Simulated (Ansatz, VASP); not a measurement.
## Na2S: VASP beside Ansatz

```xyz
3
Lattice="0.0000 3.2836 3.2836 3.2836 0.0000 3.2836 3.2836 3.2836 0.0000" Properties=species:S:1:pos:R:3 pbc="T T T"
Na    1.6418    1.6418    1.6418
Na    4.9254    4.9254    4.9254
S     0.0000    0.0000    0.0000
```

Alike in both runs: functional PBE; k mesh 6 × 6 × 6; occupations gaussian, width 0.02 eV; no spin polarisation.

Ansatz relaxed the structure, and its values are those at the end. VASP's run is a single point on that final structure, the one shown.

```csv
,VASP,Ansatz
version,VASP 6.6.1,Ansatz 0.2.0
potentials or method,"VASP PAW PBE potentials, release 64 (Na_pv, S)","scalar-relativistic, plane waves, PAW"
plane-wave cutoff (eV),520,420
valence electrons in the cell,20,24
```

|  | VASP | Ansatz | Ansatz less VASP |
| --- | --- | --- | --- |
| gap on the k mesh at the Fermi level (eV) | 2.45 | 2.45 | +0.002 |
| least direct gap on the mesh (eV) | 2.45 | 2.45 | +0.002 |
| pressure (GPa) | 0.0 | 0.0 | -0.02 |

The two sets of potentials don't hold the same shells in valence.

As with any semilocal functional, this PBE gap is likely too small.
